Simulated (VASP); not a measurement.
Crystal: TiSi2.

```xyz
6
Lattice="0.0000 4.1175 4.2629 2.3895 0.0000 4.2629 2.3895 4.1175 0.0000" Properties=species:S:1:pos:R:3 pbc="T T T"
Ti    3.5843    6.1763    6.3943
Ti    2.3895    4.1175    4.2629
Si    1.1948    3.3975    2.1314
Si    1.1948    0.7200    2.1314
Si    2.3895    1.3387    4.2629
Si    2.3895    6.8963    4.2629
```

The cell is a database's computed one.

* Program: VASP 6.6.1
* Task: relaxation of cell and atoms
* Functional: PBEsol
* Dispersion: D3
* Potentials or basis: VASP PAW PBE potentials, release 64 (Ti_sv, Si)
* Cutoff: 600 eV
* k mesh: 7 × 7 × 7
* Occupations: fermi-dirac, width 0.05 eV
* Spin: no spin polarisation

At the start: pressure -6.2 GPa; volume 13.98 Å³/atom.

Problem. Where does the relaxation end?

Solution. Over 11 steps the energy falls by 12.1 meV/atom and the volume is 13.41 Å³/atom (-4.1 %); space group Fddd (No. 70, to 0.05 Å).

Step by step:
```csv
step,energy change (eV),largest force (eV/Å),pressure (GPa),volume (Å³)
1,0.0000,0.0303,-6.18,83.88
2,-0.0112,0.0734,6.80,77.50
3,-0.0699,0.0512,0.17,80.45
4,-0.0699,0.0510,-0.03,80.52
5,-0.0720,0.0255,-0.16,80.46
6,-0.0722,0.0318,-0.15,80.48
7,-0.0724,0.0204,0.08,80.35
8,-0.0724,0.0175,0.17,80.31
9,-0.0725,0.0023,0.07,80.36
10,-0.0725,0.0016,0.07,80.37
11,-0.0725,0.0009,0.00,80.43
```

Final structure:
```
Ti Si
1.0
     0.00000    4.03987    4.22444
     2.35644    0.00000    4.22444
     2.35644    4.03987    0.00000
Ti Si
2 4
Cartesian
  3.5347 6.0598 6.3367
  2.3564 4.0399 4.2244
  1.1782 3.3399 2.1122
  1.1782 0.7000 2.1122
  2.3564 1.3199 4.2244
  2.3564 6.7598 4.2244
```

Caveat: the PAW data sets were made with another functional, which shifts forces and pressure a little; pairwise dispersion overbinds metals, which lowers pressure and volume.
